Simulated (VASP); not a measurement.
Input of a VASP 6.6.1 run:

INCAR

```
ALGO = Normal
EDIFF = 1E-6
EDIFFG = -0.01
ENCUT = 600
GGA = PS
IBRION = 2
ISIF = 3
ISMEAR = 1
LASPH = True
LCHARG = False
LREAL = False
LWAVE = False
NELM = 80
NSW = 90
PREC = Accurate
SIGMA = 0.1
```

File KPOINTS:

```
k-points
0
Gamma
  15 15 7
```

The input POSCAR:

```
Mg
1.0
    3.2093000000      0.0000000000      0.0000000000
   -1.6046500000      2.7793353284      0.0000000000
    0.0000000000      0.0000000000      5.2103000000
Mg
2
Direct
    0.3333333333      0.6666666667      0.2500000000
    0.6666666667      0.3333333333      0.7500000000
```

Potentials or basis: VASP PAW PBE potentials, release 64 (Mg).

Launch:

```sh
$ cat potpaw_PBE.64/Mg/POTCAR > POTCAR
$ mpirun -np 1 vasp_std > vasp.out
```

Q: What does it give for the space group after relaxing (to 0.05 Å)?

A: P6_3/mmc (No. 194).

Q: What does it give for the relaxed volume?

A: 22.49 Å³/atom.

Q: Estimate the relaxed cell.

A: a = 3.195 Å, b = 3.195 Å, c = 5.089 Å, α = 90.00°, β = 90.00°, γ = 120.00°.

Final structure:
```
Mg
1.0
     3.19453    0.00000    0.00000
    -1.59726    2.76654    0.00000
     0.00000    0.00000    5.08900
Mg
2
Cartesian
  0.0000 1.8444 1.2722
  1.5973 0.9222 3.8168
```

Caveat: the PAW data sets were made with another functional, which shifts forces and pressure a little.
